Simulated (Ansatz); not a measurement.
Ge in Ansatz: the effect of functional

Crystal: Ge.

```
Ge
1.0
     0.00000    2.82891    2.82891
     2.82891    0.00000    2.82891
     2.82891    2.82891    0.00000
Ge
2
Direct
  0.75000 0.75000 0.75000
  0.50000 0.50000 0.50000
```

Alike in all runs:

```yaml
Program: Ansatz 0.2.0
Potentials_or_basis: Ansatz PAW
k_mesh: 5 × 5 × 5
Occupations: fermi-dirac, width 0.05 eV
Spin: no spin polarisation
```

| functional | cutoff | gap on the mesh (eV) | pressure (GPa) |
| --- | --- | --- | --- |
| LDA | 420 eV (not typed: the program's choice for these potentials) | none | -0.9 |
| PBEsol | 420 eV (not typed: the program's choice for these potentials) | none | 0.9 |
| RPBE | 420 eV (not typed: the program's choice for these potentials) | 0.14 | 5.5 |
| revPBE | 420 eV (not typed: the program's choice for these potentials) | 0.11 | 5.0 |
| BLYP | 420 eV (not typed: the program's choice for these potentials) | none | 7.6 |
| r2SCAN | 500 eV (not typed: the program's choice for these potentials) | 0.45 | 0.6 |
| HSE06 | 420 eV (not typed: the program's choice for these potentials) | 0.89 | 1.0 |
| PBE0 | 420 eV (not typed: the program's choice for these potentials) | ? | ? |
| r2SCAN0 | 500 eV (not typed: the program's choice for these potentials) | 1.66 | -0.9 |

What does the run with functional PBE0 give?

gap on the mesh 1.50 eV; pressure 0.8 GPa.

Caveats: some runs use coarse meshes; the PAW data sets come from PBE, with cores solved anew for the run's functional, which leaves a small shift of forces and pressure; the thresholds are loose for stress (some runs); odd divisions of the mesh miss points on the zone boundary, where band edges often lie, so the gap on the mesh can be too wide (some runs); the k mesh misses the band edges, so the gap on the mesh is wider than the one along the path (some runs).

A gap of «none» marks a metal or a gap under the smearing width.

Runs at the PBE level aren't shown here.
